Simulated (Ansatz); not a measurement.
# Al3P3H10: the cost of one run

Method: DFT PBE, scalar-relativistic, plane waves, PAW, in Ansatz 0.2.0.

The COD entry's cell or inner coordinates are ideal or old and differ from later refinements, so a difference from it is no clean test against experiment.

1 further run of the same task is left out (set aside as unsound or not needed). Runs told in other sessions of the task aren't counted.

### Step 1. The structure to begin with

Symmetry: F-43m, No. 216, cubic system. The conventional cell has a = 5.507 Å, b = 5.507 Å, c = 5.507 Å, α = 90.00°, β = 90.00°, γ = 90.00°. Around Al (site symmetry -43m) lie 4 P at 2.38 Å. Around P (site symmetry -43m) lie 4 Al at 2.38 Å.

As a file:

```xyz
2
Lattice="0.0000 2.7534 2.7534 2.7534 0.0000 2.7534 2.7534 2.7534 0.0000" Properties=species:S:1:pos:R:3 pbc="T T T"
Al    0.0000    0.0000    0.0000
P     1.3767    1.3767    1.3767
```

This cell was relaxed beforehand with the same method: volume 20.87 Å³/atom, gap on the mesh 1.63 eV.

### Step 2. The [001] wire, 6 host atoms a period with H caps

The wire is cut from the relaxed crystal, periodic along c with vacuum across. Atoms and period relax; energies count from the bulk, -647.2216 eV an atom. Each H cap counts from half an H2 molecule (-15.872 eV in a separate run).

The cell holds 3 Al, 3 P, 10 H: a = 14.900 Å, b = 15.200 Å, c = 5.507 Å, α = 90.00°, β = 90.00°, γ = 90.00°.

### Step 3. Relaxation

Pressure and volume refer to the whole cell with its vacuum; only the period along c may change.

The input, input.yaml:

```yaml
crystal:
  lattice:
    - [14.9, 0.0, 0.0]
    - [0.0, 15.2, 0.0]
    - [0.0, 0.0, 5.5068011246]
  atoms:
    - { symbol: Al, position: [0.5496853466, 0.5487047148, 0.0] }
    - { symbol: Al, position: [0.5496853466, 0.367559941, 0.5] }
    - { symbol: P, position: [0.6420813387, 0.4581323279, 0.25] }
    - { symbol: Al, position: [0.3648933626, 0.5487047148, 0.5] }
    - { symbol: P, position: [0.4572893546, 0.6392771017, 0.25] }
    - { symbol: P, position: [0.4572893546, 0.4581323279, 0.75] }
    - { symbol: H, position: [0.611682691, 0.6094784273, 0.8322509911] }
    - { symbol: H, position: [0.611682691, 0.3067862284, 0.6677490089] }
    - { symbol: H, position: [0.4876880023, 0.3067862284, 0.3322509911] }
    - { symbol: H, position: [0.6971039818, 0.5120689978, 0.3988772454] }
    - { symbol: H, position: [0.6971039818, 0.404195658, 0.1011227546] }
    - { symbol: H, position: [0.3028960182, 0.6094784273, 0.6677490089] }
    - { symbol: H, position: [0.3028960182, 0.4879310022, 0.3322509911] }
    - { symbol: H, position: [0.5123119977, 0.6932137716, 0.3988772454] }
    - { symbol: H, position: [0.4022667115, 0.6932137716, 0.1011227546] }
    - { symbol: H, position: [0.4022667115, 0.404195658, 0.8988772454] }
basis:
  ecutwfc: 420
kpoints:
  mp_grid: { grid: [1, 1, 6] }
hamiltonian:
  xc: pbe
scf:
  occupations: { method: gaussian, width: 0.05 }
output:
  forces: true
  stress: true
  eigenvalues: true
  populations: true
  write_density: true
  write_potential: true
  elf: true
  volumetric_format: npy
relax:
  adjacent_minimum: "off"
  f_tol: 0.02
  max_steps: 45
  cell: { fix: [a, b, alpha, beta, gamma], stress_tol: 0.03 }
```

Command:

```bash
ansatz run input.yaml --threads 4 --pin off --max-ram 11264MiB --backend cpu --events-out ev --progress --plain --runs-dir out
```

What time and memory should one allow on 4 threads of Arm Neoverse V2, shared host?

About 59 s, with a peak of 1.3 GiB.
